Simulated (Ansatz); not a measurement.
**Comparing deformations in BN**

The calculation used Ansatz, DFT PBE, scalar-relativistic, plane waves, PAW. The runs took a 420 eV cutoff, a Γ-centred 12×12×12 mesh and Gaussian smearing (0.05 eV). No spin polarisation. Energies are free energies at this smearing, counted from the undisturbed cell; pressure is positive in compression.

The undisturbed cell (relaxed at this level):

```xyz
2
Lattice="0.0000 1.8123 1.8123 1.8123 0.0000 1.8123 1.8123 1.8123 0.0000" Properties=species:S:1:pos:R:3 pbc="T T T"
B     0.0000    0.0000    0.0000
N     2.7185    2.7185    2.7185
```

The cell is strained by ε times a Voigt pattern (xx, yy, zz, yz, xz, xy; engineering shear) with fractional coordinates fixed. τ = (1/V0) dE/dε comes from the stress tensor. Of each scan, only the three points used here are listed.

| pattern | ε | τ (GPa) |
| --- | --- | --- |
| (0, 0, 0, 0, 0, 1) | -0.0150 | -6.64 |
| (0, 0, 0, 0, 0, 1) | 0.0000 | 0.00 |
| (0, 0, 0, 0, 0, 1) | 0.0075 | 3.32 |
| (0, 0, 1, 0, 0, 0) | -0.0150 | -11.87 |
| (0, 0, 1, 0, 0, 0) | 0.0000 | 0.01 |
| (0, 0, 1, 0, 0, 0) | 0.0150 | 11.47 |

Question: Which constants do the scans give, and which deformation costs least for the same size of strain tensor?

Answer: The slope dτ/dε at zero (parabola through three points) is pᵀCp: (0, 0, 0, 0, 0, 1) gives C44 = 442 GPa; (0, 0, 1, 0, 0, 0) gives C11 = 778 GPa. The size of the strain tensor, ε:ε, is ε² times 0.5, 1.0. Per unit of it the stiffnesses are 885, 778 GPa, so (0, 0, 1, 0, 0, 0) is the softest of these: at ε:ε = (1 %)² the quadratic term costs 1.45 meV/atom against 1.64 for the stiffest. These are clamped-ion values.

Forces appear on the atoms along this scan, and letting them relax would lower the energy and soften the response.

Cost: 18 runs of about 0.67 core-minutes in all, on Arm Neoverse V2 (shared hosts).